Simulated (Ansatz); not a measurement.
GaSb: relaxation of cell and atoms with RPBE+D3(BJ)

The system is GaSb.

```
Sb Ga
1.0
     0.00000    3.05900    3.05900
     3.05900    0.00000    3.05900
     3.05900    3.05900    0.00000
Sb Ga
1 1
Direct
  0.75000 0.75000 0.75000
  0.00000 0.00000 0.00000
```

```yaml
Program: Ansatz 0.2.0
Task: relaxation of cell and atoms
Functional: RPBE
Dispersion: D3(BJ)
Potentials_or_basis: all-electron LAPW, scalar-relativistic
Basis_error_allowed: 0.001 eV/atom
k_mesh: 8 × 8 × 8
Occupations: fermi-dirac, width 0.05 eV
Spin: no spin polarisation
```

```json
{
 "Relaxed volume": "25.67 Å³/atom",
 "Relaxed cell": "a = 4.172 Å, b = 4.172 Å, c = 4.172 Å, α = 60.00°, β = 60.00°, γ = 60.00°",
 "Space group after relaxing (to 0.05 Å)": "F-43m (No. 216)",
 "Energy gained by relaxing": "57.9 meV/atom",
 "Ionic steps": "5",
 "Pressure after relaxing": "0.0 GPa",
 "Band gap on the k mesh": "0.73 eV"
}
```

The path:
| step | energy change (eV) | largest force (eV/Å) | volume (Å³) |
| --- | --- | --- | --- |
| 1 | 0.0000 | 0.0000 | 57.25 |
| 2 | -0.0990 | 0.0000 | 49.33 |
| 3 | -0.1151 | 0.0000 | 51.71 |
| 4 | -0.1158 | 0.0000 | 51.33 |
| 5 | -0.1158 | 0.0000 | 51.33 |

Final structure:
```
Sb Ga
1.0
     0.00000    2.94972    2.94972
     2.94972    0.00000    2.94972
     2.94972    2.94972    0.00000
Sb Ga
1 1
Direct
  0.75000 0.75000 0.75000
  0.00000 0.00000 0.00000
```

Run time: 100 s on 1 thread of Intel(R) Xeon(R) Processor @ 2.50GHz (Skylake/Cascade Lake), on a shared host, peak memory 0.37 GiB.

Caveat: spin-orbit coupling is left out, which moves the levels of the heavy elements; the volume moved by -10 % from the deposited cell, more than functionals usually miss. As with any semilocal functional, this RPBE gap is likely too small.
